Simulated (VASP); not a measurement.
Consider the following.

```
AlSb
1.0
    0.00000     3.12092     3.12092
    3.12092     0.00000     3.12092
    3.12092     3.12092     0.00000
Al Sb
1 1
Direct
  0.00000   0.00000   0.00000
  0.25000   0.25000   0.25000
```

These are revTPSS meta-GGA, VASP's PBE PAW potentials (set 64) (plane waves; VASP) values and carry that method's errors. Run with 520 eV cut-off, 7×7×7 Γ-centred mesh, Gaussian smearing of 0.050 eV, potentials Al Sb.

Question: What does the run give for the energy per atom (σ→0), pressure?

Answer: 
The energy per atom (σ→0) is 4.561 eV/atom and the pressure is -1.48 GPa.

The compound is AlSb in the zinc blende structure. This cell is one point of a volume scan, at 1.03 of the reference volume.
